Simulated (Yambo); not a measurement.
A run of Yambo 5.3.0 is set up as follows.

The input optics2.in:

```
optics
chi
tddft
Chimod= "ALDA"
% BndsRnXd
 1 | 72 |
%
NGsBlkXd= 4 Ry
% LongDrXd
 1 | 0 | 0 |
%
% QpntsRXd
 1 | 1 |
%
% EnRngeXd
 0 | 20 | eV
%
% DmRngeXd
 0.1 | 0.1 | eV
%
ETStpsXd= 401
FxcGRLc= 4 Ry
VXCRLvcs= 4 Ry
```

The input scf.in:

```
&CONTROL
  calculation = 'scf'
  prefix = 'pwscf'
  outdir = './tmp'
  pseudo_dir = './pseudo'
/
&SYSTEM
  ibrav = 0
  nat = 3
  ntyp = 2
  ecutwfc = 84
  nbnd = 19
  occupations = 'smearing'
  smearing = 'fd'
  degauss = 0.00367493
  force_symmorphic = .true.
/
&ELECTRONS
  conv_thr = 6d-10
  electron_maxstep = 120
  mixing_beta = 0.5
/
ATOMIC_SPECIES
Ca    40.0780 Ca.upf
F     18.9984 F.upf
CELL_PARAMETERS angstrom
   0.0000000000    2.7310000000    2.7310000000
   2.7310000000    0.0000000000    2.7310000000
   2.7310000000    2.7310000000    0.0000000000
ATOMIC_POSITIONS crystal
Ca     0.0000000000    0.0000000000    0.0000000000
F      0.2500000000    0.2500000000    0.2500000000
F      0.7500000000    0.7500000000    0.7500000000
K_POINTS automatic
8 8 8 0 0 0
```

The input nscf.in:

```
&CONTROL
  calculation = 'nscf'
  prefix = 'pwscf'
  outdir = './tmp'
  pseudo_dir = './pseudo'
/
&SYSTEM
  ibrav = 0
  nat = 3
  ntyp = 2
  ecutwfc = 84
  nbnd = 92
  occupations = 'fixed'
  force_symmorphic = .true.
/
&ELECTRONS
  conv_thr = 1d-08
  diago_full_acc = .true.
  diago_thr_init = 1d-06
/
ATOMIC_SPECIES
Ca    40.0780 Ca.upf
F     18.9984 F.upf
CELL_PARAMETERS angstrom
   0.0000000000    2.7310000000    2.7310000000
   2.7310000000    0.0000000000    2.7310000000
   2.7310000000    2.7310000000    0.0000000000
ATOMIC_POSITIONS crystal
Ca     0.0000000000    0.0000000000    0.0000000000
F      0.2500000000    0.2500000000    0.2500000000
F      0.7500000000    0.7500000000    0.7500000000
K_POINTS automatic
4 4 4 0 0 0
```

Potentials or basis: PseudoDojo 0.4.1 SR PBE standard.

Command:

```console
$ OMP_NUM_THREADS=1 pw.x -in scf.in > scf.out
$ OMP_NUM_THREADS=1 pw.x -in nscf.in > nscf.out
$ cd tmp/pwscf.save; p2y; mv SAVE ../..; cd ../..
$ OMP_NUM_THREADS=1 yambo
$ OMP_NUM_THREADS=1 yambo -F optics2.in -J optics2 -C optics2_out
```

Q: What does it give for the electronic dielectric constant along the field?

A: 2.27.

Q: What does it give for the electronic dielectric constant along the field, independent particles?

A: 2.35.

Q: What does it give for the band gap on the k mesh, mean-field level?

A: 7.33 eV, indirect (least direct gap 7.59 eV).

Dielectric function (along the field direction of the input):
| energy (eV) | real part | imaginary part |
| --- | --- | --- |
| 0.30 | 2.27 | 0.01 |
| 0.80 | 2.28 | 0.01 |
| 1.30 | 2.28 | 0.01 |
| 1.80 | 2.30 | 0.01 |
| 2.30 | 2.31 | 0.01 |
| 2.80 | 2.33 | 0.01 |
| 3.30 | 2.36 | 0.01 |
| 3.80 | 2.40 | 0.01 |
| 4.30 | 2.44 | 0.01 |
| 4.80 | 2.49 | 0.02 |
| 5.35 | 2.56 | 0.02 |
| 5.85 | 2.65 | 0.02 |
| 6.35 | 2.76 | 0.03 |
| 6.85 | 2.92 | 0.04 |
| 7.35 | 3.22 | 0.13 |
| 7.85 | 3.09 | 0.14 |
| 8.35 | 3.65 | 0.14 |
| 8.85 | 4.76 | 0.60 |
| 9.35 | 4.27 | 1.20 |
| 9.85 | 4.10 | 3.99 |
| 10.40 | 0.42 | 3.94 |
| 10.90 | -0.12 | 4.89 |
| 11.40 | 0.21 | 2.83 |
| 11.90 | 0.47 | 1.91 |
| 12.40 | 0.49 | 1.53 |
| 12.90 | 0.31 | 1.66 |
| 13.40 | 0.30 | 0.27 |
| 13.90 | 0.59 | 0.36 |
| 14.40 | 1.05 | 0.17 |
| 14.90 | 1.36 | 0.26 |
| 15.45 | 1.20 | 0.38 |
| 15.95 | 1.58 | 0.78 |
| 16.45 | 1.19 | 0.82 |
| 16.95 | 0.85 | 0.49 |
| 17.45 | 1.44 | 0.22 |
| 17.95 | 1.18 | 0.92 |
| 18.45 | 1.00 | 0.96 |
| 18.95 | 1.39 | 0.42 |
| 19.45 | 1.49 | 0.27 |
| 20.00 | 1.67 | 1.03 |

Caveat: the k mesh is coarse (spacing up to 0.50 Å⁻¹), so the values aren't converged; the LDA kernel is used on GGA states, which is inconsistent by a few percent; spectra need much finer meshes, so this one isn't converged; these spectra lack excitons. A k mesh can miss the band edges.
